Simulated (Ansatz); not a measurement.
Ge:

```
CELL_PARAMETERS angstrom
1.39715 -2.60052 0.00000
1.39715 2.60052 0.00000
0.00000 0.00000 2.69823
ATOMIC_POSITIONS crystal
Ge 0.50000 0.50000 0.00000
```

This isn't the form of Ge at room conditions, which is diamond.

```yaml
Program: Ansatz 0.2.0
Task: relaxation of cell and atoms
Functional: PBEsol
Dispersion: D4
Potentials_or_basis: Ansatz PAW
Cutoff: "420 eV (not typed: the program's choice for these potentials)"
k_mesh: 11 × 11 × 10
Occupations: fermi-dirac, width 0.05 eV
Spin: no spin polarisation
```

At the start: volume 19.61 Å³/atom.

Q: How do energy, volume and symmetry change on relaxing?

A: It ends after 7 steps and the volume is 17.95 Å³/atom (-8.5 %); space group Cmmm (No. 65, to 0.05 Å).

The path:
```
step  energy change (eV)  largest force (eV/Å)  volume (Å³)
   1              0.0000                0.0000        19.61
   2             -0.0365                0.0000        17.87
   3             -0.0372                0.0000        17.93
   4             -0.0374                0.0000        17.95
   5             -0.0375                0.0000        17.94
   6             -0.0375                0.0000        17.95
   7             -0.0371                0.0000        17.95
```

Final structure:
```xyz
1
Lattice="1.3862 -2.4443 0.0000 1.3862 2.4443 0.0000 0.0000 0.0000 2.6483" Properties=species:S:1:pos:R:3 pbc="T T T"
Ge    1.3862    0.0000    0.0000
```

Caveat: the plane-wave basis is chosen anew once the cell has moved, so the energies of steps on either side of that aren't comparable; pairwise dispersion overbinds metals, which lowers pressure and volume; the PAW data sets come from PBE, with cores solved anew for the run's functional, which leaves a small shift of forces and pressure.
